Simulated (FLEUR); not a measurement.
LiH in FLEUR: convergence with Kmax

Input of the first run (Kmax 2.6); the others differ in this setting and in those tied to it:

The input inp.xml:

```xml
<?xml version="1.0" encoding="UTF-8" standalone="no"?>
<fleurInput fleurInputVersion="0.39">
   <comment>
      LiH                                                                                                 
   </comment>
   <calculationSetup>
      <cutoffs Kmax="2.6" Gmax="16.5" GmaxXC="16.5" numbands="0"/>
      <scfLoop itmax="60" minDistance="0.00001" maxIterBroyd="15" imix="Anderson" alpha="0.05" precondParam="0.0" spinf="2.0" sdNocoIR="T"/>
      <coreElectrons ctail="T" frcor="F" kcrel="0" coretail_lmax="0"/>
      <xcFunctional name="pbe" relativisticCorrections="F"/>
      <magnetism jspins="1"/>
      <soc l_soc="F" theta="0.0" phi="0.0" spav="F"/>
      <expertModes spex="0" secvar="F"/>
      <geometryOptimization l_f="T" forcealpha="1.0" forcemix="BFGS" epsdisp="0.0005" epsforce="0.0002"/>
      <ldaU l_linMix="F" mixParam="0.05" spinf="1.0"/>
   </calculationSetup>
   <cell>
      <bzIntegration valenceElectrons="4.0" mode="hist" fermiSmearingEnergy="0.00183747">
         <kPointListSelection listName="default-1"/>
         <!-- k-points included here -->
         <xi:include xmlns:xi="http://www.w3.org/2001/XInclude" href="kpts.xml"> </xi:include>
      </bzIntegration>
      <!-- symmetry operations included here -->
      <xi:include xmlns:xi="http://www.w3.org/2001/XInclude" href="sym.xml"> </xi:include>
      <bulkLattice scale="1.0">
         <bravaisMatrix>
            <row-1>    0.0000000000000000     3.8488996842790497     3.8488996842790497</row-1>
            <row-2>    3.8488996842790497     0.0000000000000000     3.8488996842790497</row-2>
            <row-3>    3.8488996842790497     3.8488996842790497     0.0000000000000000</row-3>
         </bravaisMatrix>
      </bulkLattice>
   </cell>
   <atomSpecies>
      <species name="Lithium (Li)" element="Li" atomicNumber="3">
         <mtSphere radius="1.99" gridPoints="669" logIncrement="0.015"/>
         <atomicCutoffs lmax="8" lnonsphr="6"/>
         <electronConfig flipSpins="F">
            <coreConfig></coreConfig>
            <valenceConfig>(1s1/2) (2s1/2)</valenceConfig>
            <stateOccupation state="(2s1/2)" spinUp="0.500000" spinDown="0.500000"/>
         </electronConfig>
         <energyParameters s="2" p="2" d="3" f="4"/>
         <lo type="SCLO" l="0" n="1" eDeriv="0"/>
         <lo type="SCLO" l="1" n="2" eDeriv="2"/>
         <lo type="SCLO" l="2" n="3" eDeriv="2"/>
      </species>
      <species name="Hydrogen (H)" element="H" atomicNumber="1">
         <mtSphere radius="1.53" gridPoints="513" logIncrement="0.017"/>
         <atomicCutoffs lmax="8" lnonsphr="6"/>
         <electronConfig flipSpins="F">
            <coreConfig></coreConfig>
            <valenceConfig>(1s1/2)</valenceConfig>
            <stateOccupation state="(1s1/2)" spinUp="0.500000" spinDown="0.500000"/>
         </electronConfig>
         <energyParameters s="1" p="2" d="3" f="4"/>
         <lo type="SCLO" l="0" n="1" eDeriv="2"/>
         <lo type="SCLO" l="1" n="2" eDeriv="2"/>
      </species>
   </atomSpecies>
   <atomGroups>
      <atomGroup species="Lithium (Li)">
         <relPos label="                   1">.0000000000 .0000000000 .0000000000</relPos>
         <force calculate="T" relaxXYZ="TTT"/>
      </atomGroup>
      <atomGroup species="Hydrogen (H)">
         <relPos label="                   2">1.000/2.000 1.000/2.000 1.000/2.000</relPos>
         <force calculate="T" relaxXYZ="TTT"/>
      </atomGroup>
   </atomGroups>
   <output dos="F" band="F" slice="F">
      <checks vchk="F" cdinf="F"/>
      <bandDOS minEnergy="-.5*Htr" maxEnergy="0.5*Htr" sigma="0.015" storeEVData="T"/>
      <vacuumDOS vacdos="F" integ="F" star="F" nstars="0" locx1="0.0" locy1="0.0" locx2="0.0" locy2="0.0" nstm="0" tworkf="0.0"/>
      <unfoldingBand unfoldBand="F" supercellX="1" supercellY="1" supercellZ="1"/>
      <plotting iplot="0" polar="F">
         <plot TwoD="T" vec1="  1.0  0.0  0.0" vec2="  0.0  1.0  0.0" vec3="  0.0  0.0  1.0" zero="  0.0  0.0  0.0" file="plot"/>
      </plotting>
      <chargeDensitySlicing numkpt="0" minEigenval="0.0" maxEigenval="0.0" nnne="0" pallst="F"/>
      <specialOutput eonly="F"/>
      <moessbauerParams electricFieldGradient="T" isomerShift="T" coreHyperfine="T" valenceHyperfine="T"/>
      <magneticCircularDichroism mcd="F" energyLo="-10.0" energyUp="0.0"/>
   </output>
  <!-- We include the file relax.xml here to enable relaxations (see documentation) -->
  <xi:include xmlns:xi="http://www.w3.org/2001/XInclude" href="relax.xml"> <xi:fallback/> </xi:include>
</fleurInput>
```

The input crystal.txt:

```
LiH
&input cartesian=F /
0.0000000000  2.0367500000  2.0367500000
2.0367500000  0.0000000000  2.0367500000
2.0367500000  2.0367500000  0.0000000000
1.8897261246
1.0 1.0 1.0

2
3 0.0000000000  0.0000000000  0.0000000000
1 0.5000000000  0.5000000000  0.5000000000

&kpt div1=9 div2=9 div3=9 gamma=T /
```

Potentials or basis: all-electron, FLAPW.

The run is started by

```sh
$ inpgen -f crystal.txt -profile fastHighL
$ # inp.xml edited to the form shown
$ fleur_MPI
```

Hardware: 1 thread of Arm Neoverse N1 (shared host).

Question: The values tried are 2.6, 3, 3.4, 3.8, 4.2, 4.6, 5, 5.5, loosest first. From which on does the energy stay within 1 meV/atom of the tightest run that finished?

Answer: From 3.8 on.

```csv
Kmax,"energy less the tightest run, at zero smearing (meV/atom)",gap on the mesh (eV),SCF cycles,CPU time (s),peak memory (GiB)
2.6,37.42,3.309,13,15,0.05
3,9.98,3.299,13,15,0.05
3.4,2.48,3.298,11,14,0.05
3.8,0.62,3.298,13,17,0.05
4.2,0.15,3.299,11,17,0.05
4.6,0.04,3.299,13,22,0.05
5,0.01,3.299,13,27,0.05
5.5,0.00,3.299,13,35,0.05
```

Against the tightest run, the gap on the mesh stays within 0.01 eV from 2.6 on. The tightest run that finished is the yardstick and may itself not be fully converged.

Caveat, for the tightest run too: an odd mesh through Γ misses points on the zone boundary, where band edges often lie.
